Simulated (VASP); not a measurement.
# Transverse optical mode, indirect gap and ε∞ of 3C SiC from −12 to 29 GPa in LDA

Films of 3C SiC grown on silicon carry stress from the mismatch in lattice constant and thermal expansion, and that stress is often read from the shift of a Raman line. The reading needs a pressure coefficient, and I need to know over what range one coefficient will serve. The same stress moves the band gap and the dielectric constant, which matter for power devices and for optics. Here I follow the T2 mode without the macroscopic field (the transverse optical mode), the Kohn-Sham gap and the clamped-ion ε∞ under hydrostatic pressure. Zero pressure means the relaxed LDA cell, which is probably slightly smaller than the real crystal. A film is strained biaxially, so these slopes cover only the hydrostatic part of its response.

## How the numbers were made

One crystal, 3C SiC, at LDA: relaxed at zero pressure to V0 = 10.156 Å³ per atom, then scaled in volume with shape and atoms relaxed at each volume inside the space group. Program: VASP 6.6.1, plane waves and PAW (data sets made for LDA of release 64), scalar-relativistic without spin-orbit coupling, no spin polarisation. Cutoff 560 eV; on the k meshes the divisions times the cell-vector length are 23 Å or more. Occupations: Gaussian smearing of 0.03 eV. Harmonic zone-centre modes at natural masses by linear response on k meshes of 16×16×16, no LO-TO term. ε∞ from the response to a static field with clamped ions and local fields on 16×16×16, k derivatives by finite differences.

Notes on method and selection:

- Semilocal functionals put Kohn-Sham gaps below measured gaps.
- LDA cells are as a rule a few per cent too small in volume, so zero pressure here is not the measured volume.
- Negative pressure stands for expanded cells, as under thermal expansion or tension; some phases are not stable over the whole range.
- The mode Grüneisen parameter is γ = (B0/ω0)·dω/dP at zero pressure.
- Pressure against volume is the equation of state; its slope gives the bulk modulus B0 = −dP/d ln V.
- A measured value is attached only where its sources agree among themselves; tables made before the last selection also left out values far from the computed one, as likely another phase or mode.
- Two zone-centre modes at most are shown, picked by rule: the highest of even parity (or the highest of all, or E2 and E1 in wurtzite-type cells) and a low one; B1g of an hcp metal is silent in Raman and infrared spectra.
- Runs that did not converge, have known faults or may not be shown are not listed, and runs on Ansatz's PAW sets soft_1 and soft_2 are kept to separate tables.

Columns:

- pressure (GPa): pressure from the stress tensor, compression positive.
- volume (Å³): volume per atom.
- T2 mode (cm⁻¹): zone-centre mode of symmetry T2, without the macroscopic field; negative means imaginary.
- ε∞: electronic (clamped-ion) dielectric constant ε∞, a third of the trace.
- gap (eV): Kohn-Sham gap on the k mesh of the relaxation, zero where the bands overlap.

Input lines of one member:

```
PREC = Accurate
ENCUT = 560
EDIFF = 1E-07
NELM = 100
ISMEAR = 0
SIGMA = 0.03
LREAL = .FALSE.
ALGO = Normal
GGA = CA
NBANDS = 10
LORBIT = 11
IBRION = 2
NSW = 50
ISIF = 4
EDIFFG = -0.003
```

Command (options for logging and memory left out): `vasp_std`

## Computed values

| member | pressure (GPa) | volume (Å³) | T2 mode (cm⁻¹) | ε∞ | gap (eV) |
| --- | --- | --- | --- | --- | --- |
| V/V0 = 1.06 | −11.92 | 10.765 | 745.6 | 7.10 | 1.336 |
| V/V0 = 1.04 | −8.33 | 10.562 | 761.9 | 7.04 | 1.321 |
| V/V0 = 1.02 | −4.38 | 10.359 | 778.8 | 6.99 | 1.305 |
| V/V0 = 1 | −0.01 | ? | ? | ? | ? |
| V/V0 = 0.98 | 4.79 | 9.953 | 814.7 | 6.89 | 1.270 |
| V/V0 = 0.96 | 10.09 | 9.750 | 833.9 | 6.84 | 1.251 |
| V/V0 = 0.92 | 22.36 | 9.344 | 874.8 | 6.76 | 1.211 |
| V/V0 = 0.9 | 29.46 | 9.140 | 896.6 | 6.72 | 1.189 |

Cells marked ? are withheld until the estimate has been made.

Least-squares fits to the members shown, with x = pressure (GPa); R² and errors in the fitted variable (y, or ln y where the fit is in ln y):

| y | members | fit | R² | rms residual | leave-one-out rms | the same for the mean of the others |
| --- | --- | --- | --- | --- | --- | --- |
| T2 mode (cm⁻¹) | 7 | y = 796.05 + 3.9658 x − 0.019102 x² | 1.00 | 0.33 | 0.75 | 62 |
| ε∞ | 7 | y = 6.9408 − 0.011314 x + 1.3371×10⁻⁴ x² | 1.00 | 0.0037 | 0.0088 | 0.15 |

## Reading the trend

Under compression the mode hardens, while the gap and ε∞ both fall, at every step shown. Between −4.38 and 4.79 GPa the mode rises by 35.9 / 9.17 = 3.91 cm⁻¹ per GPa and the gap changes by −0.035 / 9.17 = −0.0038 eV per GPa.

The mode hardens because shorter Si–C bonds are stiffer. Its slope is dω/dP = γω/B, with B the bulk modulus at that volume. From the first pair of rows to the last, γ = −Δln ω/Δln V hardly moves, from ln(761.9 / 745.6) / ln(1.06 / 1.04) = 1.14 to ln(896.6 / 874.8) / ln(0.92 / 0.90) = 1.12. But B = −ΔP/Δln V climbs from (11.92 − 8.33) / ln(1.06 / 1.04) = 188 GPa to (29.46 − 22.36) / ln(0.92 / 0.90) = 323 GPa. The bend against pressure is therefore mostly the crystal becoming harder to compress.

The gap runs from Γ to X and narrows, yet the direct gap at X widens. The valence band at X must then sink relative to its top at Γ, as expected when stronger overlap broadens the bands. ε∞ follows the average direct gap E, roughly as ε∞ − 1 ∝ 1/(V·E²). Over the whole range the computed ε∞ would then require a rise in E by a factor √((7.10 − 1) × 10.765 / ((6.72 − 1) × 9.140)) = 1.12, which in this model more than offsets the denser packing of electrons. This E is inferred from ε∞ and is not an independent check.

A straight line through the rows at −4.38 and 4.79 GPa overshoots the mode by about 1.5 cm⁻¹ at 10.09 GPa and by about 15 cm⁻¹ at 29.46 GPa. At that highest pressure it puts the gap 0.013 eV too low and ε∞ 0.10 too low. For ε∞ the line predicts a fall of about 0.27 from the 4.79 GPa row where the calculation gives 0.17, so ε∞ is the least linear of the three.

## Predicting the missing value

Plain estimates from the members shown:

- V/V0 = 1, fit at x = −0.01: 796.0 cm⁻¹
- V/V0 = 1, straight-line interpolation between V/V0 = 1.02 and V/V0 = 0.98: w = (−0.01 − (−4.38)) / (4.79 − (−4.38)) = 0.477, so 778.8 + 0.477 × (814.7 − 778.8) = 795.9 cm⁻¹

The missing member sits between two close neighbours, so the only question is how to treat the curvature. The straight-line interpolation in pressure, 795.9 cm⁻¹, must come out low, because the mode bends downward against pressure and a chord lies below such a curve. The quadratic fit, 796.0 cm⁻¹, also looks slightly low: it gives 796.05 − 3.9658 × 4.38 − 0.019102 × 4.38² = 778.3 at V/V0 = 1.02 and 796.05 + 3.9658 × 4.79 − 0.019102 × 4.79² = 814.6 at 0.98, under the computed 778.8 and 814.7.

I prefer to interpolate in volume, with ω ∝ V^(−γ), since γ is nearly constant along the series. The two neighbours give γ = ln(814.7 / 778.8) / ln(1.02 / 0.98) = 1.126. The estimate is then 778.8 × (1.02 / 1.00)^1.126 = 796.4 cm⁻¹.

As a trial I left out V/V0 = 1.02 and used the rows at 1.04 and 0.98. They give γ = ln(814.7 / 761.9) / ln(1.04 / 0.98) = 1.128 and 761.9 × (1.04 / 1.02)^1.128 = 778.8 cm⁻¹, which is the computed value. Each of the other four inner members, treated in the same way, comes back within 0.1 cm⁻¹.

Nothing else changes at this member: symmetry fixes the cell shape and the atomic positions, and the gap and ε∞ run smoothly past it. I therefore add no further shift, and take 0.1 cm⁻¹ as the error, from the misses in these trials and the rounding of the table.

**Committed estimate, V/V0 = 1: T2 mode = 796.4 ± 0.1 cm⁻¹.**

## Result

| member | pressure (GPa) | volume (Å³) | T2 mode (cm⁻¹) | ε∞ | gap (eV) |
| --- | --- | --- | --- | --- | --- |
| V/V0 = 1 | −0.01 | 10.156 | 796.3 | 6.94 | 1.288 |

| member | estimate | T2 mode (cm⁻¹) | computed | estimate − computed | miss in error bars |
| --- | --- | --- | --- | --- | --- |
| V/V0 = 1 | committed | 796.4 | 796.3 | +0.1 | 1.0 |
| V/V0 = 1 | fit | 796.0 | 796.3 | −0.3 |  |
| V/V0 = 1 | interpolation | 795.9 | 796.3 | −0.4 |  |

The computed mode is 796.3 cm⁻¹ and my estimate was 796.4, so it lies at the edge of its error bar. The miss of 0.1 cm⁻¹ is no larger than the rounding of the table. Both plain estimates did worse and came out low, the quadratic fit by 0.3 and the straight-line interpolation by 0.4 cm⁻¹.

The argument that a chord in pressure must fall below a curve that bends downward therefore held, and so did the choice of volume as the variable. With the new row, γ is ln(796.3 / 778.8) / ln(1.02 / 1.00) = 1.12 on the expanded side and ln(814.7 / 796.3) / ln(1.00 / 0.98) = 1.13 on the compressed side, which is the same within rounding. This supports the reading that the frequency follows the volume by a simple power law, and that the bend against pressure comes mainly from the rising bulk modulus.

## Outliers

Least-squares fits to the whole series, with x = pressure (GPa); R² and errors in the fitted variable (y, or ln y where the fit is in ln y):

| y | members | fit | R² | rms residual | leave-one-out rms | the same for the mean of the others |
| --- | --- | --- | --- | --- | --- | --- |
| T2 mode (cm⁻¹) | 8 | y = 796.12 + 3.9679 x − 0.019275 x² | 1.00 | 0.33 | 0.72 | 57 |
| ε∞ | 8 | y = 6.9406 − 0.011321 x + 1.3426×10⁻⁴ x² | 1.00 | 0.0035 | 0.0081 | 0.14 |

Largest departures from the fit to the whole series:

| member | T2 mode (cm⁻¹) | fit | computed − fit | in rms residuals |
| --- | --- | --- | --- | --- |
| V/V0 = 1.06 | 745.6 | 746.1 | −0.5 | 1.5 |
| V/V0 = 1.02 | 778.8 | 778.4 | +0.4 | 1.3 |
| V/V0 = 0.92 | 874.8 | 875.2 | −0.4 | 1.2 |
| V/V0 = 0.9 | 896.6 | 896.3 | +0.3 | 1.0 |

None of the eight members stands out physically. The largest departure from the quadratic fit is −0.5 cm⁻¹ at V/V0 = 1.06, in a series that spans 151 cm⁻¹.

The signs do form a pattern: negative at 1.06, positive at 1.02, negative at 0.92 and positive again at 0.9. That is what a missing cubic term leaves behind. The slope falls quickly in the expanded cells and more slowly under strong compression, while a parabola has to bend equally everywhere.

The power law ω = 796.3 × (V/V0)^(−1.126), with the exponent I had taken from the rows at 1.02 and 0.98, removes the pattern. At V/V0 = 1.06 it gives 796.3 × 1.06^(−1.126) = 745.7 against 745.6 cm⁻¹, at 0.92 it gives 796.3 × 0.92^(−1.126) = 874.7 against 874.8, and at 0.9 it gives 896.6, as computed. The departures thus belong to the form of the fit and not to the crystals.

## Against measurement

| member | quantity | measured | computed | computed − measured | conditions | source |
| --- | --- | --- | --- | --- | --- | --- |
| V/V0 = 1 | T2 mode (cm⁻¹) | 796 | 796.3 | +0.3 (+0.0 %) | 300 K; TO; natural crystal in rock pores; micro-Raman, 532 nm; natural grain in siliceous breccia | [1] |

Sources:

[1] "Insight into the structural, elastic and electronic properties of a new orthorhombic 6O-SiC polytype" (2020, PubMed Central 7200658)

Only the mode at zero pressure has a measured partner: 796 cm⁻¹ at 300 K, against 796.3 computed. The pressure slope, the gap and ε∞ are not compared here.

I read the agreement as a cancellation. If the LDA cell is roughly 2 % too small in volume, a usual size for this functional, the computed mode is raised by about one step of the table, 796.3 − 778.8 = 17.5 cm⁻¹. The harmonic calculation also leaves out anharmonic shifts from zero-point and thermal motion, which probably lower the measured line by several cm⁻¹. Both effects should put the computed value too high. Since it is not, LDA probably makes the restoring force too soft at the true volume, by enough to offset them.

The sample also calls for some caution. It is a natural grain in rock, which may hold residual stress, and 0.1 GPa would already move the line by 0.1 × 3.91 = 0.4 cm⁻¹. Stacking faults or another polytype could also matter, because the transverse modes of the SiC polytypes lie close together.

## Rules of thumb and their limits

For the mode, a straight line from zero pressure with 3.91 cm⁻¹ per GPa holds within 0.5 cm⁻¹ at the rows nearest ±5 GPa and within 2 cm⁻¹ at −8.33 and 10.09 GPa. In practice a shift of 1 cm⁻¹ means 1 / 3.91 = 0.26 GPa of hydrostatic pressure. At the highest pressure the same line would read (896.6 − 796.3) / 3.91 = 25.7 GPa where the stress tensor gives 29.46.

The power law in volume reproduces every row within 0.2 cm⁻¹, against a leave-one-out error of 57 cm⁻¹ for the mean of the other rows, so a further volume inside the range can be estimated about that well.

The gap stays close to its line up to 10.09 GPa, and ε∞ does so within about 0.01 between −4.38 and 10.09 GPa. The absolute gap is another matter: LDA puts it below the measured gap, so only its shift with pressure should be used.

[Logs are printed without paths, hosts, clocks, repeated set-up lines and the standing remarks that a program may print on its own settings, such as how far it seeks lower states.]
